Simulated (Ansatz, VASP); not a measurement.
# Tc: VASP beside Ansatz

```
Tc
1.0
     2.74226    0.00000    0.00000
    -1.37113    2.37486    0.00000
     0.00000    0.00000    4.38459
Tc
2
Direct
  0.33333 0.66667 0.25000
  0.66667 0.33333 0.75000
```

Alike in both runs: functional PBEsol; k mesh 18 × 18 × 10; occupations gaussian, width 0.05 eV; no spin polarisation.

Ansatz relaxed the structure, and its values are those at the end. VASP's run is a single point on that final structure, the one shown.

```csv
,VASP,Ansatz
version,VASP 6.6.1,Ansatz 0.2.0
potentials or method,"VASP PAW PBE potentials, release 64 (Tc_pv)","scalar-relativistic, plane waves, PAW"
plane-wave cutoff (eV),520,600
valence electrons in the cell,26,30
```

Ansatz gave:

```
gap on the k mesh at the Fermi level (eV) : none
pressure (GPa)                            : -6.2
```

Which values does VASP return?

gap on the k mesh at the Fermi level (eV): none; pressure (GPa): -6.9.

A gap of «none» marks a metal or a gap that the smearing closes. The two sets of potentials don't hold the same shells in valence.

Caveats: the PAW data sets were made with another functional, which shifts forces and pressure a little (VASP).
